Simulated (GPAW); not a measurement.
Consider Se on a S site in MoS2 (monolayer).

```xyz
21
Lattice="-6.3600 -5.5079 0.0000 1.5900 -8.2619 0.0000 0.0000 0.0000 12.7300" Properties=species:S:1:pos:R:3
Mo    1.5754   -8.2697    6.3650
Mo   -1.5896   -2.7581    6.3537
Mo    0.0025   -5.5068    6.3540
Mo   -3.1663   -5.5173    6.3642
Mo   -1.5909   -8.2620    6.3489
Mo   -4.7727   -8.2615    6.3535
Mo   -3.1810  -11.0009    6.3649
Se   -4.7685   -4.5899    8.0964
S    -0.0068   -1.8444    7.9199
S    -4.7753  -10.0872    7.9221
S    -1.5776   -4.5929    7.9213
S    -0.0119   -7.3415    7.9195
S    -3.1784   -7.3557    7.9182
S    -1.5816  -10.0901    7.9177
S    -4.7713   -4.5903    4.8283
S    -0.0037   -1.8334    4.7913
S    -4.7666  -10.0969    4.7911
S    -1.5903   -4.5950    4.7908
S     0.0020   -7.3422    4.7897
S    -3.1835   -7.3423    4.7893
S    -1.5906  -10.1021    4.7904
```

Absorber: atom 8, with 3 Mo at 2.53 Å (pyramidal; the defect atom itself). Method: GPAW, PBE, excited-electron core hole (neutral cell), 21-atom cell with 8.4 Å between holes, 2×2×1 k points, dipole transitions, Gaussian full width 2.33 eV up to 4 eV, rising linearly to 3.5 eV at 25 eV.

Q: Predict the near-edge structure at the Se K edge.

Main maxima up to 20 eV above the zero (height): 0.6 eV (1.99) and 10.8 eV (1.28). A K edge sees empty p states; the first features are Se p mixed into the empty d states of the Mo neighbours, and the broad ones above probably into the cations' higher empty bands. 

The Se K spectrum (energy from the bottom of the conduction band, which holds the excited electron; intensity scaled to a mean of 1 over the first 20 eV):

| E (eV) | isotropic | ε ∥ x | ε ∥ z |
| --- | --- | --- | --- |
| -2.0 | 0.15 | 0.19 | 0.07 |
| -1.5 | 0.39 | 0.49 | 0.19 |
| -1.0 | 0.81 | 1.01 | 0.42 |
| -0.5 | 1.35 | 1.65 | 0.76 |
| 0.0 | 1.81 | 2.16 | 1.12 |
| 0.5 | 1.99 | 2.29 | 1.39 |
| 1.0 | 1.87 | 2.05 | 1.51 |
| 1.5 | 1.56 | 1.61 | 1.46 |
| 2.0 | 1.21 | 1.17 | 1.30 |
| 2.5 | 0.89 | 0.80 | 1.07 |
| 3.0 | 0.62 | 0.51 | 0.85 |
| 3.5 | 0.44 | 0.30 | 0.71 |
| 4.0 | 0.36 | 0.18 | 0.71 |
| 4.5 | 0.39 | 0.16 | 0.86 |
| 5.0 | 0.50 | 0.21 | 1.10 |
| 5.5 | 0.64 | 0.31 | 1.32 |
| 6.0 | 0.77 | 0.44 | 1.42 |
| 6.5 | 0.85 | 0.58 | 1.38 |
| 7.0 | 0.90 | 0.73 | 1.24 |
| 7.5 | 0.95 | 0.88 | 1.10 |
| 8.0 | 1.01 | 1.01 | 1.00 |
| 8.5 | 1.06 | 1.12 | 0.96 |
| 9.0 | 1.12 | 1.21 | 0.95 |
| 9.5 | 1.18 | 1.29 | 0.96 |
| 10.0 | 1.23 | 1.35 | 1.00 |
| 10.5 | 1.27 | 1.38 | 1.05 |
| 11.0 | 1.28 | 1.37 | 1.11 |
| 11.5 | 1.25 | 1.30 | 1.14 |
| 12.0 | 1.17 | 1.20 | 1.12 |
| 12.5 | 1.07 | 1.08 | 1.05 |
| 13.0 | 0.96 | 0.96 | 0.94 |
| 13.5 | 0.85 | 0.87 | 0.82 |
| 14.0 | 0.78 | 0.80 | 0.72 |
| 14.5 | 0.74 | 0.78 | 0.67 |
| 15.0 | 0.75 | 0.79 | 0.67 |
| 15.5 | 0.80 | 0.83 | 0.74 |
| 16.0 | 0.86 | 0.87 | 0.85 |
| 16.5 | 0.93 | 0.90 | 0.99 |
| 17.0 | 1.00 | 0.93 | 1.13 |
| 17.5 | 1.05 | 0.95 | 1.23 |
| 18.0 | 1.08 | 0.98 | 1.29 |
| 18.5 | 1.10 | 1.01 | 1.28 |
| 19.0 | 1.10 | 1.04 | 1.23 |
| 19.5 | 1.10 | 1.08 | 1.14 |
| 20.0 | 1.10 | 1.13 | 1.05 |
| 20.5 | 1.12 | 1.19 | 0.96 |
| 21.0 | 1.14 | 1.26 | 0.89 |

The script folds with a Gaussian, whereas the core hole's own line is a Lorentzian, so the onset is too steep and the first peak too high. Some eV above the zero the states pass the vacuum level, and features normal to the sheet may then be states of the box. In so small a cell the defects form an ordered array, and no site is far from one. The mesh is coarse (0.43 Å⁻¹ between points), so small maxima may be mesh ripples. Lifetime broadening is put in by hand, and intensities beyond about 20 eV depend on it and on the partial waves.

[Banner, clock and machine lines of the logs are left out without a mark of their own.]

[Logs are printed without paths, hosts, clocks, repeated set-up lines and the standing remarks that a program may print on its own settings, such as how far it seeks lower states.]

[Hosts, paths, dates, database ids (printed as entryN), source tags and the programs' standing remarks are cut or masked in the printed files.]

[Lists of maxima count a maximum above −3 eV only where it reaches 4 % of the highest in the window and stands out from its surroundings by 2 % of it (1.5 % where it reaches 55 %); shoulders and weaker maxima are passed over, and of the rest the first, up to two pre-edge ones and the few strongest are named.]
